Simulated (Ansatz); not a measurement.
This script for Ansatz's Python interface starts 3 runs on PbSe, space group Fmm2. What input does the engine get in each?

`edit_pbse.py`:
```python
# -*- coding: utf-8 -*-
"""Editing single keys of the input for PbSe."""

import ansatz as az


def main():
    lattice = az.Lattice.of(
        [0.0, 12.000799, 3.125442],
        [3.118151, 0.0, 3.125442],
        [3.118151, 12.000799, 0.0],
    )
    sites = [
        ("Pb", [0.19073, 0.805267, 0.194733]),
        ("Pb", [0.805267, 0.19073, 0.80927]),
        ("Se", [0.674423, 0.295581, 0.704419]),
        ("Se", [0.295581, 0.674423, 0.325577]),
    ]
    system = az.Crystal(lattice=lattice)
    for symbol, position in sites:
        system = system.atom(symbol, position)

    calculation = system.calculation().functional("LDA").kpoints(mesh=(6, 6, 6)).occupations("fixed").band_table()
    typed = calculation.input()
    rows = []
    for value in [0.0001, 1e-06, 1e-08]:
        edited = typed.set(az.key.scf.convergence.dr2_threshold, value)
        report = az.Session.from_dict(edited).plan().execute().report
        rows.append((value, report["free_energy_ev"], report["n_iterations"], len(report["eigenvalues_ev"][0]) if "eigenvalues_ev" in report else 0))
    lines = [",".join(["threshold eV", "F eV", "iterations", "bands listed"])] + [",".join(f"{v:.4f}" if isinstance(v, float) else str(v) for v in row) for row in rows]
    print("\n".join(lines))
    with open("edit.csv", "w") as handle:
        handle.write("\n".join(lines) + "\n")
    print(edited.to_yaml())


if __name__ == "__main__":
    main()
```

Run 1:
```yaml
crystal:
  lattice:
    - [0.0, 12.000799, 3.125442]
    - [3.118151, 0.0, 3.125442]
    - [3.118151, 12.000799, 0.0]
  atoms:
    - { symbol: Pb, position: [0.19073, 0.805267, 0.194733] }
    - { symbol: Pb, position: [0.805267, 0.19073, 0.80927] }
    - { symbol: Se, position: [0.674423, 0.295581, 0.704419] }
    - { symbol: Se, position: [0.295581, 0.674423, 0.325577] }
kpoints:
  mp_grid:
    grid: [6, 6, 6]
hamiltonian:
  xc: lda
scf:
  occupations:
    method: fixed
  convergence:
    dr2_threshold: 0.0001
output:
  eigenvalues: true
```

Run 2, against run 1:
```diff
-    dr2_threshold: 0.0001
+    dr2_threshold: 1.0e-06
```

Run 3, against run 1:
```diff
-    dr2_threshold: 0.0001
+    dr2_threshold: 1.0e-08
```

```console
$ python edit_pbse.py
DeckWarning: basis.ecutwfc = 420 eV, auto-derived from the records' recommended cutoffs: set by Pb (normal level)
threshold eV,F eV,iterations,bands listed
0.0001,-33972.5837,6,35
0.0000,-33972.5837,6,35
0.0000,-33972.5837,7,35
crystal:
  lattice:
    - [0.0, 12.000799, 3.125442]
    - [3.118151, 0.0, 3.125442]
    - [3.118151, 12.000799, 0.0]
  atoms:
    - { symbol: Pb, position: [0.19073, 0.805267, 0.194733] }
    - { symbol: Pb, position: [0.805267, 0.19073, 0.80927] }
    - { symbol: Se, position: [0.674423, 0.295581, 0.704419] }
    - { symbol: Se, position: [0.295581, 0.674423, 0.325577] }
kpoints:
  mp_grid:
    grid: [6, 6, 6]
hamiltonian:
  xc: lda
scf:
  occupations:
    method: fixed
  convergence:
    dr2_threshold: 1.0e-08
output:
  eigenvalues: true
```
(Warnings from the package without file and line, repeats left out.)

What to keep in mind:
- Total energies depend on the potentials; only differences at equal settings carry meaning. A total without «per atom» is that of the cell as typed.
- Spin-orbit coupling, which matters for elements this heavy, is left out.
- This cell is a computed structure, which may not be the phase found in nature.
- Timing: 67 s on 1 thread of Arm Neoverse V2, with other jobs on the host, peak memory 0.6 GiB.
